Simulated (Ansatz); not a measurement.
# CuI (Marshite) (F-43m) in Ansatz: a series of runs

Runs on CuI (Marshite). Level: PBE. Tasks: single point.

All numbers are computed with Ansatz 0.2.0; they aren't measurements. Logs are shortened: lines on timing, memory, paths and dates and some standing lists are left out, and cuts for length are marked.

**1. The crystal as given**

Symmetry: F-43m, No. 216, cubic system. The conventional cell has a = 6.063 Å, b = 6.063 Å, c = 6.063 Å, α = 90.00°, β = 90.00°, γ = 90.00°. I (site symmetry -43m) has 4 Cu at 2.63 Å as nearest neighbours. Around Cu (site symmetry -43m) lie 4 I at 2.63 Å.

**2. Single point, PBE, 26.19 Å³/atom (volume scaled by 0.94)**

The input, input.yaml:

```yaml
crystal:
  lattice:
    - [0.0, 2.9696152886, 2.9696152886]
    - [2.9696152886, 0.0, 2.9696152886]
    - [2.9696152886, 2.9696152886, 0.0]
  atoms:
    - { symbol: I, position: [0.0, 0.0, 0.0] }
    - { symbol: Cu, position: [0.75, 0.75, 0.75] }
kpoints:
  mp_grid: { grid: [8, 8, 8] }
scf:
  occupations: { method: fermi_dirac, width: 0.05 }
hamiltonian:
  xc: pbe
  pseudopotentials: { kind: all_electron, lapw: { basis_error: 0.0005 } }
output:
  forces: true
  stress: true
  eigenvalues: true
```

Potentials or basis: all-electron LAPW, scalar-relativistic.

Started as:

```console
> ansatz run input.yaml --threads 1 --pin off --max-ram 2560MiB --backend cpu --events-out ev --progress --plain --runs-dir out
```

Standard output:

```text
Warning: RAYON_NUM_THREADS=1 ignored (pool sized by the plan → 1); use --threads N
LAPW: plane waves up to 9.176 Å⁻¹, error target 5.0e-4 eV per atom; small_component_spin mean_spin; Cu in spheres of 1.272 Å, 19 of its electrons in bands, Dirac shells []; I in spheres of 1.300 Å, 25 of its electrons in bands, Dirac shells [] (how accurate: hamiltonian.pseudopotentials.lapw.basis_error, Limitations)
Engine: ansatz 0.2.0, aarch64-unknown-linux-gnu
Pseudopotentials: kind: all_electron
Pseudopotential: I, LAPW, valence charge 25, lapw/all_electron/scalar/gaussian/I, Koelling and Harmon's equation, gaussian nucleus
Pseudopotential: Cu, LAPW, valence charge 19, lapw/all_electron/scalar/gaussian/Cu, Koelling and Harmon's equation, gaussian nucleus
Functional definition: PBE
  parameter kappa = 0.804
  parameter beta = 0.06672455060314922
  exchange = pbe_x(kappa = kappa, mu = beta*pi^2/3)
  correlation = pbe_c(beta = beta)
Crystal: 2 atoms, lattice volume = 52.376 Å³
Basis set: ecut = 320.82112900957736 eV, 701 PW (Γ), exchange–correlation at level 2
Bands: 27, of which v1, the nominal top of the filled ones, is band 22 counted from 1 (21 counted from 0)
Symmetry: 24 space group operations
Space group: F-43m (ITA 216), of the structure as read, at distance tolerance 3.7e-5 Å
k-points: 29 of 512 (time reversal used)
Non-local potential: I, projectors of the file, none
Non-local potential: Cu, projectors of the file, none
Initial density: superposition of atomic densities (chi_scale 0.1, normalization cell, long waves kept (reshape's long-wave potential 0.00 eV rms))
Initial wavefunctions: plane waves of lowest kinetic energy (no species holds an atomic orbital)
Functional: x = pbe(κ = 0.804, μ = 0.2195149727645171), c = pbe(β = 0.06672455060314922)
iter 1 solved again at ethr=3.55e-4 eV; its pass at ethr=1.00e-1 eV (dr2=1.56e-1 eV) is discarded
SCF iter   1: F=—  HF=-238676.674442 eV  |F-HF|=—  |Δ(HF+E_count)|=         —  Δρ=1.84e-2  dr2=1.57e-1  ethr=3.55e-4  ⟨swp⟩=2.7  Hψ=5307  notcnv=0
preconditioner: auto → none  [insulator: Δε(μ)=0.579 eV  Ē_g=9.499 eV  σ=0.050 eV  W_gap=0.99  n_scr=14 (ndim 8)  ℏωp=21.8 eV  f_vac=0.187  D(μ)=0.00/eV (n_scr^D=0)  ε∞_Penn≈6.3]
SCF iter   2: F=—  HF=-238677.166952 eV  |F-HF|=—  |Δ(HF+E_count)|=   4.93e-1  Δρ=1.69e-2  dr2=2.84e-1  ethr=3.55e-4  ⟨swp⟩=3.0  Hψ=2673  notcnv=0
SCF iter   3: F=—  HF=-238676.507779 eV  |F-HF|=—  |Δ(HF+E_count)|=   6.59e-1  Δρ=8.27e-3  dr2=6.14e-2  ethr=3.55e-4  ⟨swp⟩=3.0  Hψ=2483  notcnv=0
SCF iter   4: F=—  HF=-238676.438871 eV  |F-HF|=—  |Δ(HF+E_count)|=   6.89e-2  Δρ=3.78e-3  dr2=1.12e-2  ethr=1.40e-4  ⟨swp⟩=3.0  Hψ=2512  notcnv=0
SCF iter   5: F=—  HF=-238676.427073 eV  |F-HF|=—  |Δ(HF+E_count)|=         —  Δρ=1.69e-3  dr2=2.24e-3  ethr=2.54e-5  ⟨swp⟩=2.0  Hψ=2224  notcnv=0
the basis was enlarged: its passes take 292.8 KiB over the memory plan, 1 of 1 planned eigensolver slots
iter 6 solved again at ethr=1.47e-7 eV; its pass at ethr=5.08e-6 eV (dr2=6.46e-5 eV) is discarded
SCF iter   6: F=—  HF=-238676.423952 eV  |F-HF|=—  |Δ(HF+E_count)|=   3.12e-3  Δρ=2.67e-4  dr2=6.41e-5  ethr=1.47e-7  ⟨swp⟩=2.0  Hψ=3871  notcnv=0
SCF iter   7: F=—  HF=-238676.423885 eV  |F-HF|=—  |Δ(HF+E_count)|=   6.68e-5  Δρ=3.59e-5  dr2=8.55e-7  ethr=1.46e-7  ⟨swp⟩=2.2  Hψ=2229  notcnv=0
SCF iter   8: F=-238676.423884 eV  HF=-238676.423884 eV  |F-HF|=1.87e-8  |Δ(HF+E_count)|=   1.23e-6  Δρ=4.90e-6  dr2=1.67e-8  ethr=1.94e-9  ⟨swp⟩=3.0  Hψ=2362  notcnv=0
SCF 1 converged in 8 iterations: F = -238676.423884 eV  dr2 = 1.67e-8
SCF converged after 8 iterations
Free energy (F): -238676.423884 eV
Harris-Foulkes:  -238676.423884 eV  (|F-HF|=1.87e-8)
Internal energy: -238676.423884 eV  (E = F + TS)
E sigma→0 (E₀):  -238676.423884 eV
Entropy (-TS):   -0.000000 eV (-0.000 meV/atom)
Fermi energy:    10.974791 eV
--- Per-component energies (eV) ---
  E_band       = -1807.200409
  E_kinetic    = 250754.721623
  E_xc         = -6782.612401
  E_electrostatic = -482648.533105  (all electrons and nuclei)
  E_smearing   = -0.000000  (= −TS)
  E_closure    = 0.000000  (closes the sum)
  E_atoms      = -238670.910979  (free atoms, spherical and without spin; not in F)
  Σ components = -238676.423884   (vs F -238676.423884, Δ=0.00e0)
  Basis errors (estimates in eV, not in F): energy 2.2e-4 per atom: plane waves 2.0e-4 (1.2e-4 summed), levels above the bands 3.6e-72, relativity 2.0e-8, radial functions 1.9e-5, core shells 1.7e-8; eigenvalues (radial functions only) 5.6e-7; not estimated: angular momenta, meshes, grids; target (lapw.basis_error) 5.0e-4; muffin-tin radii Cu 1.272 Å, I 1.300 Å
--- Forces (eV/Å), atoms counted from 1 ---
  atom   1  I      0.00000000    -0.00000000     0.00000000
  atom   2  Cu    -0.00000000     0.00000000    -0.00000000
  max |Σ_I F_I| component: 1.85e-17 eV/Å
--- Stress (GPa, compression-positive) ---
        3.276980       0.000000      -0.000000
        0.000000       3.276980       0.000000
       -0.000000       0.000000       3.276980
  P = ⅓ Tr σ = 3.2770 GPa (32.770 kbar)
--- Band table (eV; the first three rows and the last of 29) ---
  k-point 0: bands = ["-165.8180", "-112.8108", "-112.8108", "-112.8108", "-101.4484", "-58.8608", "-58.8608", "-58.8608", "-35.6097", "-35.6097", "-35.6097", "-35.6029", "-35.6029", "-4.0804", "6.3483", "6.3483", "6.3483", "8.1754", "8.1754", "10.2920", "10.2920", "10.2920", "11.5840", "15.1006", "15.1006", "15.1006", "18.4983"]
  k-point 1: bands = ["-165.8180", "-112.8108", "-112.8108", "-112.8108", "-101.4484", "-58.8608", "-58.8608", "-58.8608", "-35.6097", "-35.6096", "-35.6096", "-35.6029", "-35.6029", "-3.9968", "6.0484", "6.3565", "6.3565", "8.1682", "8.1682", "9.5977", "10.1574", "10.1574", "12.2887", "15.0524", "15.3387", "15.3387", "19.2625"]
  k-point 2: bands = ["-165.8180", "-112.8108", "-112.8108", "-112.8108", "-101.4484", "-58.8608", "-58.8608", "-58.8608", "-35.6097", "-35.6095", "-35.6095", "-35.6028", "-35.6028", "-3.7811", "5.3193", "6.3727", "6.3727", "8.1645", "8.1645", "8.8395", "9.8645", "9.8645", "12.6553", "15.6983", "15.6983", "15.9041", "19.1278"]
  k-point 28: bands = ["-165.8180", "-112.8108", "-112.8108", "-112.8108", "-101.4484", "-58.8608", "-58.8608", "-58.8608", "-35.6096", "-35.6094", "-35.6088", "-35.6029", "-35.6026", "-3.2076", "4.8393", "5.4048", "6.1681", "8.1031", "8.1077", "8.2685", "8.4629", "8.8375", "14.9347", "15.0077", "16.3698", "16.6427", "20.9451"]
```

It took 26 s on 1 thread of Arm Neoverse V1, shared host; peak memory 0.33 GiB.

Results:

```
Free energy            : -238676.4239 eV
Pressure               : 3.3 GPa
Band gap on the k mesh : 1.29 eV, direct
```

Caveat: spin-orbit coupling is left out, which moves the levels of the heavy elements.

**3. Single point, PBE, 26.75 Å³/atom (volume scaled by 0.96)**

input.yaml: that of step 2 with these lines changed.

```diff
@@ -2,5 +2,5 @@
   lattice:
-    - [0.0, 2.9696152886, 2.9696152886]
-    - [2.9696152886, 0.0, 2.9696152886]
-    - [2.9696152886, 2.9696152886, 0.0]
+    - [0.0, 2.9905287613, 2.9905287613]
+    - [2.9905287613, 0.0, 2.9905287613]
+    - [2.9905287613, 2.9905287613, 0.0]
   atoms:
```

Potentials or basis: all-electron LAPW, scalar-relativistic.

Started as:

```console
> ansatz run input.yaml --threads 1 --pin off --max-ram 2560MiB --backend cpu --events-out ev --progress --plain --runs-dir out
```

Wall time 24 s (1 thread of Arm Neoverse V1, shared host); peak memory 0.33 GiB.

It converged, with:

```
Free energy            : -238676.4427 eV
Pressure               : 2.2 GPa
Band gap on the k mesh : 1.23 eV, direct
```

Caveat: spin-orbit coupling is left out, which moves the levels of the heavy elements.

**4. Single point, PBE, 27.30 Å³/atom (volume scaled by 0.98)**

input.yaml: that of step 3 with these lines changed.

```diff
@@ -2,5 +2,5 @@
   lattice:
-    - [0.0, 2.9905287613, 2.9905287613]
-    - [2.9905287613, 0.0, 2.9905287613]
-    - [2.9905287613, 2.9905287613, 0.0]
+    - [0.0, 3.0111537494, 3.0111537494]
+    - [3.0111537494, 0.0, 3.0111537494]
+    - [3.0111537494, 3.0111537494, 0.0]
   atoms:
```

Started as:

```console
> ansatz run input.yaml --threads 1 --pin off --max-ram 2560MiB --backend cpu --events-out ev --progress --plain --runs-dir out
```

It took 23 s on 1 thread of Arm Neoverse V1, shared host; peak memory 0.33 GiB.

It converged, with:

```yaml
Free_energy: -238676.4543 eV
Pressure: 1.2 GPa
Band_gap_on_the_k_mesh: 1.17 eV, direct
```

Caveat: spin-orbit coupling is left out, which moves the levels of the heavy elements.

**5. Single point, PBE, 27.86 Å³/atom**

input.yaml: that of step 4 with these lines changed.

```diff
@@ -2,5 +2,5 @@
   lattice:
-    - [0.0, 3.0111537494, 3.0111537494]
-    - [3.0111537494, 0.0, 3.0111537494]
-    - [3.0111537494, 3.0111537494, 0.0]
+    - [0.0, 3.0315, 3.0315]
+    - [3.0315, 0.0, 3.0315]
+    - [3.0315, 3.0315, 0.0]
   atoms:
```

Started as:

```console
> ansatz run input.yaml --threads 1 --pin off --max-ram 2560MiB --backend cpu --events-out ev --progress --plain --runs-dir out
```

Wall time 21 s (1 thread of Arm Neoverse V1, shared host); peak memory 0.33 GiB.

The run converged. Its results:

| Item | Value |
| --- | --- |
| Free energy | -238676.4595 eV |
| Pressure | 0.3 GPa |
| Band gap on the k mesh | 1.12 eV, direct |

Caveat: spin-orbit coupling is left out, which moves the levels of the heavy elements.

**6. Single point, PBE, 28.42 Å³/atom (volume scaled by 1.02)**

input.yaml: that of step 5 with these lines changed.

```diff
@@ -2,5 +2,5 @@
   lattice:
-    - [0.0, 3.0315, 3.0315]
-    - [3.0315, 0.0, 3.0315]
-    - [3.0315, 3.0315, 0.0]
+    - [0.0, 3.051576744, 3.051576744]
+    - [3.051576744, 0.0, 3.051576744]
+    - [3.051576744, 3.051576744, 0.0]
   atoms:
```

Potentials or basis: all-electron LAPW, scalar-relativistic.

Started as:

```console
> ansatz run input.yaml --threads 1 --pin off --max-ram 2560MiB --backend cpu --events-out ev --progress --plain --runs-dir out
```

Run time: 22 s. Hardware: 1 thread of Arm Neoverse V1, shared host; peak memory 0.33 GiB.

It converged, with:

```
Free energy            : -238676.4591 eV
Pressure               : -0.4 GPa
Band gap on the k mesh : 1.07 eV, direct
```

Caveat: spin-orbit coupling is left out, which moves the levels of the heavy elements.

**7. Single point, PBE, 28.97 Å³/atom (volume scaled by 1.04)**

input.yaml: that of step 6 with these lines changed.

```diff
@@ -2,5 +2,5 @@
   lattice:
-    - [0.0, 3.051576744, 3.051576744]
-    - [3.051576744, 0.0, 3.051576744]
-    - [3.051576744, 3.051576744, 0.0]
+    - [0.0, 3.0713927327, 3.0713927327]
+    - [3.0713927327, 0.0, 3.0713927327]
+    - [3.0713927327, 3.0713927327, 0.0]
   atoms:
```

Started as:

```console
> ansatz run input.yaml --threads 1 --pin off --max-ram 2560MiB --backend cpu --events-out ev --progress --plain --runs-dir out
```

It took 22 s on 1 thread of Arm Neoverse V1, shared host; peak memory 0.33 GiB.

The run converged. Its results:

| Property | Result |
| --- | --- |
| Free energy | -238676.4536 eV |
| Pressure | -1.1 GPa |
| Band gap on the k mesh | 1.02 eV, direct |

Caveat: spin-orbit coupling is left out, which moves the levels of the heavy elements.

**8. Single point, PBE, 29.53 Å³/atom (volume scaled by 1.06)**

input.yaml: that of step 7 with these lines changed.

```diff
@@ -2,5 +2,5 @@
   lattice:
-    - [0.0, 3.0713927327, 3.0713927327]
-    - [3.0713927327, 0.0, 3.0713927327]
-    - [3.0713927327, 3.0713927327, 0.0]
+    - [0.0, 3.0909562712, 3.0909562712]
+    - [3.0909562712, 0.0, 3.0909562712]
+    - [3.0909562712, 3.0909562712, 0.0]
   atoms:
```

Started as:

```console
> ansatz run input.yaml --threads 1 --pin off --max-ram 2560MiB --backend cpu --events-out ev --progress --plain --runs-dir out
```

It took 22 s on 1 thread of Arm Neoverse V1, shared host; peak memory 0.33 GiB.

Results (log left out):

```yaml
Free_energy: -238676.4437 eV
Pressure: -1.7 GPa
Band_gap_on_the_k_mesh: 0.98 eV, direct
```

Caveat: spin-orbit coupling is left out, which moves the levels of the heavy elements.

**9. For comparison**

An earlier run on the cell as given: functional PBE; potentials or basis all-electron LAPW, scalar-relativistic; cutoff 283 eV (chosen from the basis error); basis error allowed 0.001 eV/atom; k mesh 8 × 8 × 8; occupations fermi-dirac, width 0.05 eV; no spin polarisation.

- Pressure: 0.3 GPa
- Band gap on the k mesh: 1.12 eV, direct
- Loewdin charges: I -0.28; Cu +0.45 e
